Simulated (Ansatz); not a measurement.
# CuAu (R-3m) in Ansatz: settings compared

Aim: see how the results for CuAu move with the level of theory and the settings. Levels: PBE, LDA. Tasks: band structure.

All numbers are computed with Ansatz 0.2.0; they aren't measurements. Logs are shortened: lines on timing, memory, paths and dates and some standing lists are left out, and cuts for length are marked.

## (1) The crystal as given

It takes space group R-3m (No. 166, trigonal). The conventional cell has a = 2.886 Å, b = 2.886 Å, c = 12.769 Å, α = 90.00°, β = 90.00°, γ = 120.00°. Au (site symmetry -3m) is surrounded by 6 Cu at 2.70 Å and 6 Au at 2.89 Å. Cu (site symmetry -3m) is surrounded by 6 Au at 2.70 Å and 6 Cu at 2.89 Å.

The cell comes from a database or a generator and needn't be the stable form of this composition.

## (2) Band structure, PBE

The input, input.yaml:

```yaml
crystal:
  lattice:
    - [1.4430568479, 0.8331492596, 4.2561707609]
    - [-1.4430568479, 0.8331492596, 4.2561707609]
    - [0.0, -1.6662985192, 4.2561707609]
  atoms:
    - { symbol: Au, position: [0.0, 0.0, 0.0] }
    - { symbol: Cu, position: [0.5, 0.5, 0.5] }
kpoints:
  mp_grid: { grid: [11, 11, 11] }
  band_path:
    path:
      - [0.0, 0.0, 0.0]
      - [0.5, 0.0, 0.0]
      - [0.5, 0.1922122767, -0.1922122767]
    npoints: 10
scf:
  occupations: { method: fermi_dirac, width: 0.05 }
hamiltonian:
  xc: pbe
  pseudopotentials: { kind: all_electron, lapw: { basis_error: 0.001 } }
output:
  forces: true
  stress: true
  eigenvalues: true
```

Potentials or basis: all-electron LAPW, scalar-relativistic.

Command:

```
$ ansatz run input.yaml --threads 1 --pin off --max-ram 3072MiB --backend cpu --events-out ev --progress --plain --runs-dir out
```

The program printed:

```text
Warning: RAYON_NUM_THREADS=1 ignored (pool sized by the plan → 1); use --threads N
LAPW: plane waves up to 8.468 Å⁻¹, error target 1.0e-3 eV per atom; small_component_spin mean_spin; Cu in spheres of 1.320 Å, 19 of its electrons in bands, Dirac shells []; Au in spheres of 1.383 Å, 43 of its electrons in bands, Dirac shells [] (how accurate: hamiltonian.pseudopotentials.lapw.basis_error, Limitations)
Engine: ansatz 0.2.0, x86_64-unknown-linux-gnu
Pseudopotentials: kind: all_electron
Pseudopotential: Au, LAPW, valence charge 43, lapw/all_electron/scalar/gaussian/Au, Koelling and Harmon's equation, gaussian nucleus
Pseudopotential: Cu, LAPW, valence charge 19, lapw/all_electron/scalar/gaussian/Cu, Koelling and Harmon's equation, gaussian nucleus
Functional definition: PBE
  parameter kappa = 0.804
  parameter beta = 0.06672455060314922
  exchange = pbe_x(kappa = kappa, mu = beta*pi^2/3)
  correlation = pbe_c(beta = beta)
Crystal: 2 atoms, lattice volume = 30.703 Å³
Basis set: ecut = 273.19303064165655 eV, 299 PW (Γ), FFT grids on a1−a3, a2−a3, a3, exchange–correlation at level 2
Bands: 38, of which v1, the nominal top of the filled ones, is band 31 counted from 1 (30 counted from 0)
Symmetry: 12 space group operations
Space group: R-3m (ITA 166), of the structure as read, at distance tolerance 3.1e-5 Å
k-points: 146 of 1331
Non-local potential: Au, projectors of the file, none
Non-local potential: Cu, projectors of the file, none
Initial density: superposition of atomic densities (chi_scale 0.1, normalization cell, long waves kept (reshape's long-wave potential 0.01 eV rms))
Initial wavefunctions: plane waves of lowest kinetic energy (no species holds an atomic orbital)
Functional: x = pbe(κ = 0.804, μ = 0.2195149727645171), c = pbe(β = 0.06672455060314922)
iter 1 solved again at ethr=3.53e-4 eV; its pass at ethr=1.00e-1 eV (dr2=2.19e-1 eV) is discarded
SCF iter   1: F=—  HF=-562260.061504 eV  |F-HF|=—  |Δ(HF+E_count)|=         —  Δρ=3.44e-2  dr2=2.19e-1  ethr=3.53e-4  ⟨swp⟩=2.7  Hψ=35454  notcnv=0
preconditioner: auto → LDOS  [metal: Δε(μ)=0.013 eV  Ē_g=12.917 eV  σ=0.050 eV  W_gap=0.06  n_scr=16 (ndim 8)  ℏωp=31.4 eV  f_vac=0.023  D(μ)=0.84/eV (n_scr^D=2)  β→1.0]
SCF iter   2: F=—  HF=-562262.049348 eV  |F-HF|=—  |Δ(HF+E_count)|=    1.99e0  Δρ=1.66e-2  dr2=1.31e-1  ethr=3.53e-4  ⟨swp⟩=3.0  Hψ=19363  notcnv=0  recentre
SCF iter   3: F=—  HF=-562259.169922 eV  |F-HF|=—  |Δ(HF+E_count)|=    2.88e0  Δρ=9.34e-3  dr2=1.83e-2  ethr=2.11e-4  ⟨swp⟩=3.0  Hψ=18634  notcnv=0
iter 4 solved again at ethr=2.01e-6 eV; its pass at ethr=2.95e-5 eV (dr2=1.24e-3 eV) is discarded
SCF iter   4: F=—  HF=-562259.139696 eV  |F-HF|=—  |Δ(HF+E_count)|=   3.02e-2  Δρ=2.20e-3  dr2=1.24e-3  ethr=2.01e-6  ⟨swp⟩=2.0  Hψ=27320  notcnv=0
SCF iter   5: F=—  HF=-562259.140196 eV  |F-HF|=—  |Δ(HF+E_count)|=   5.01e-4  Δρ=3.90e-4  dr2=4.60e-5  ethr=2.01e-6  ⟨swp⟩=2.3  Hψ=16014  notcnv=0
SCF iter   6: F=—  HF=-562259.140002 eV  |F-HF|=—  |Δ(HF+E_count)|=   1.95e-4  Δρ=1.25e-4  dr2=5.75e-6  ethr=7.42e-8  ⟨swp⟩=2.0  Hψ=15957  notcnv=0
SCF iter   7: F=—  HF=-562259.140003 eV  |F-HF|=—  |Δ(HF+E_count)|=   1.30e-6  Δρ=4.26e-5  dr2=6.57e-7  ethr=9.27e-9  ⟨swp⟩=3.0  Hψ=16174  notcnv=0
SCF iter   8: F=—  HF=-562259.140003 eV  |F-HF|=—  |Δ(HF+E_count)|=   9.20e-8  Δρ=1.29e-5  dr2=4.29e-8  ethr=1.06e-9  ⟨swp⟩=2.6  Hψ=16057  notcnv=0
SCF iter   9: F=-562259.140003 eV  HF=-562259.140003 eV  |F-HF|=4.66e-10  |Δ(HF+E_count)|=   2.91e-9  Δρ=1.38e-6  dr2=4.76e-10  ethr=6.92e-11  ⟨swp⟩=3.0  Hψ=16353  notcnv=0
SCF 1 converged in 9 iterations: F = -562259.140003 eV  dr2 = 4.76e-10
NSCF: frozen V_eff on 21 k-points
SCF converged after 9 iterations
Free energy (F): -562259.140003 eV
Harris-Foulkes:  -562259.140003 eV  (|F-HF|=4.66e-10)
Internal energy: -562259.131999 eV  (E = F + TS)
E sigma→0 (E₀):  -562259.136001 eV
Entropy (-TS):   -0.008004 eV (-4.002 meV/atom)
Fermi energy:    20.249988 eV
--- Per-component energies (eV) ---
  E_band       = -4352.983856
  E_kinetic    = 635327.614969
  E_xc         = -11755.403349
  E_electrostatic = -1185831.343619  (all electrons and nuclei)
  E_smearing   = -0.008004  (= −TS)
  E_closure    = 0.000000  (closes the sum)
  E_atoms      = -562252.195737  (free atoms, spherical and without spin; not in F)
  Σ components = -562259.140003   (vs F -562259.140003, Δ=0.00e0)
  Basis errors (estimates in eV, not in F): energy 2.6e-4 per atom: plane waves 2.3e-4 (1.2e-4 summed), levels above the bands 1.1e-127, relativity 3.2e-8, radial functions 3.6e-5, core shells 5.3e-8; eigenvalues (radial functions only) 2.6e-6; not estimated: angular momenta, meshes, grids; target (lapw.basis_error) 1.0e-3; muffin-tin radii Cu 1.320 Å, Au 1.383 Å
--- Forces (eV/Å), atoms counted from 1 ---
  atom   1  Au    -0.00000000    -0.00000000     0.00000000
  atom   2  Cu    -0.00000000    -0.00000000    -0.00000000
  max |Σ_I F_I| component: 4.21e-30 eV/Å
--- Stress (GPa, compression-positive) ---
       -0.938246      -0.000000       0.000000
       -0.000000      -0.938246      -0.000000
        0.000000      -0.000000       0.812976
  P = ⅓ Tr σ = -0.3545 GPa (-3.545 kbar)
--- Band table (eV; the first three rows and the last of 146) ---
  k-point 0: bands = ["-302.7977", "-302.7848", "-302.7848", "-302.7550", "-302.7550", "-91.9908", "-85.4828", "-58.5424", "-58.5345", "-58.5345", "-58.5173", "-58.5173", "-58.4984", "-58.4974", "-49.3892", "-49.3645", "-49.3645", "-36.9445", "-36.8205", "-36.8205", "10.8005", "13.8158", "15.4880", "15.4880", "16.4837", "16.4837", "17.5467", "18.0635", "18.0635", "18.6909", "18.6909", "20.1441", "24.8165", "34.7394", "36.1830", "36.1830", "37.6017", "40.2402"]
  k-point 1: bands = ["-302.7977", "-302.7848", "-302.7848", "-302.7550", "-302.7550", "-91.9907", "-85.4822", "-58.5424", "-58.5345", "-58.5345", "-58.5173", "-58.5173", "-58.4985", "-58.4974", "-49.3890", "-49.3659", "-49.3648", "-36.9430", "-36.8339", "-36.8239", "11.0545", "13.9616", "15.3914", "15.6439", "16.2837", "16.4916", "17.5785", "18.0163", "18.0929", "18.2431", "18.6473", "20.9011", "24.9353", "34.2476", "35.2225", "35.7886", "37.1622", "38.7311"]
  k-point 2: bands = ["-302.7977", "-302.7848", "-302.7848", "-302.7550", "-302.7550", "-91.9904", "-85.4805", "-58.5424", "-58.5346", "-58.5345", "-58.5173", "-58.5172", "-58.4987", "-58.4972", "-49.3885", "-49.3698", "-49.3659", "-36.9390", "-36.8697", "-36.8330", "11.7745", "14.3179", "15.2228", "15.7838", "16.0705", "16.5241", "17.5873", "17.7757", "17.9726", "18.1763", "18.5325", "22.1041", "25.4370", "31.2094", "34.9514", "35.0002", "36.1433", "37.2275"]
  k-point 145: bands = ["-302.7977", "-302.7848", "-302.7848", "-302.7550", "-302.7550", "-91.9907", "-85.4822", "-58.5424", "-58.5345", "-58.5345", "-58.5173", "-58.5173", "-58.4985", "-58.4974", "-49.3888", "-49.3659", "-49.3648", "-36.9440", "-36.8339", "-36.8240", "12.3203", "14.1656", "15.4961", "15.5512", "15.7931", "16.7917", "16.9405", "17.7292", "17.7826", "17.7935", "18.1662", "18.2910", "32.7648", "34.0231", "34.9993", "36.1107", "36.2671", "38.6658"]
```

Wall time 75 s (1 thread of Intel Xeon at 2.70GHz, shared host); peak memory 0.69 GiB.

What came out:

```
Free energy             : -562259.1400 eV
Pressure                : -0.4 GPa
Band gap along the path : none (metal or under the smearing width)
```

Levels at the corners of the path, in eV from the Fermi level:
| point | band 28 | band 29 | band 30 | band 31 | band 32 | band 33 |
| --- | --- | --- | --- | --- | --- | --- |
| Γ | -2.19 | -2.19 | -1.56 | -1.56 | -0.11 | 4.57 |
| L | -2.32 | -2.08 | -1.74 | 0.05 | 0.98 | 5.43 |
| B1 | -2.22 | -1.83 | -1.71 | 2.38 | 2.62 | 3.51 |

Caveat: spin-orbit coupling is left out, which moves the levels of the heavy elements.

## (3) Band structure, LDA

input.yaml, as its differences from that of step 2:

```diff
@@ -19,3 +19,3 @@
 hamiltonian:
-  xc: pbe
+  xc: lda
   pseudopotentials: { kind: all_electron, lapw: { basis_error: 0.001 } }
```

Potentials or basis: all-electron LAPW, scalar-relativistic.

Command:

```
$ ansatz run input.yaml --threads 1 --pin off --max-ram 3072MiB --backend cpu --events-out ev --progress --plain --runs-dir out
```

It took 90 s on 1 thread of Intel Xeon at 2.70GHz, shared host; peak memory 0.68 GiB.

Results (log left out):

```
Free energy             : -561905.4544 eV
Pressure                : -12.8 GPa
Band gap along the path : none (metal or under the smearing width)
```

Stress tensor (GPa, compression positive):
```
-12.93   0.00   0.00
  0.00 -12.93   0.00
  0.00   0.00 -12.52
```

Levels at the corners of the path, in eV from the Fermi level:
```tsv
point	band 28	band 29	band 30	band 31	band 32	band 33
Γ	-2.20	-2.20	-1.57	-1.57	-0.11	4.53
L	-2.35	-2.03	-1.76	0.03	0.98	5.39
B1	-2.23	-1.83	-1.73	2.33	2.63	3.51
```

Caveat: spin-orbit coupling is left out, which moves the levels of the heavy elements.
